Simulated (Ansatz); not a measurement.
# In2O3: the cost of one run

Method: DFT PBEsol, scalar-relativistic, plane waves, PAW, in Ansatz 0.2.0.

4 further runs of the same task are left out: 4 set aside as unsound or not needed. Runs told in other sessions of the task aren't counted.

**1. The starting structure**

The cell holds 40 atoms (CdIn15O24): a = 8.000 Å, b = 8.000 Å, c = 8.000 Å, α = 87.11°, β = 87.11°, γ = 87.11°.

The coordinates of this cell stand in the input of its own run.

The host was relaxed before at PBEsol: a = 5.512 Å, b = 5.512 Å, c = 14.537 Å, α = 90.00°, β = 90.00°, γ = 120.00° (conventional cell), 12.752 Å³/atom.

Places, in fractions of the supercell: Cd in place of In at (0.643, 0.643, 0.643). The start keeps the symmetry of the ideal site.

**2. Band edges of the host over the zone**

input.yaml reads:

```yaml
crystal:
  lattice:
    - [2.7562186578, 1.591303584, 4.8456979816]
    - [-2.7562186578, 1.591303584, 4.8456979816]
    - [0.0, -3.1826071681, 4.8456979816]
  atoms:
    - { symbol: In, position: [0.6425528069, 0.6425528069, 0.6425528069] }
    - { symbol: In, position: [0.8574471931, 0.8574471931, 0.8574471931] }
    - { symbol: In, position: [0.3574471931, 0.3574471931, 0.3574471931] }
    - { symbol: In, position: [0.1425528069, 0.1425528069, 0.1425528069] }
    - { symbol: O, position: [0.0458555512, 0.75, 0.4541444488] }
    - { symbol: O, position: [0.75, 0.4541444488, 0.0458555512] }
    - { symbol: O, position: [0.4541444488, 0.0458555512, 0.75] }
    - { symbol: O, position: [0.9541444488, 0.25, 0.5458555512] }
    - { symbol: O, position: [0.5458555512, 0.9541444488, 0.25] }
    - { symbol: O, position: [0.25, 0.5458555512, 0.9541444488] }
basis:
  ecutwfc: 420
  xc_grid: 2
kpoints:
  mp_grid: { grid: [6, 6, 6] }
  band_path: { path: [VBM, CBM], npoints: 2 }
hamiltonian:
  xc: pbesol
scf:
  occupations: { method: gaussian, width: 0.02 }
output:
  forces: true
  stress: true
  eigenvalues: true
```

Started as:

```
$ ansatz run input.yaml --threads 8 --pin off --max-ram 16384MiB --backend cpu --events-out ev --progress --plain --runs-dir out
```

Q: Estimate wall time and peak memory on 8 threads of Arm Neoverse V1, shared host.

About 8.1 s, with a peak of 0.71 GiB.
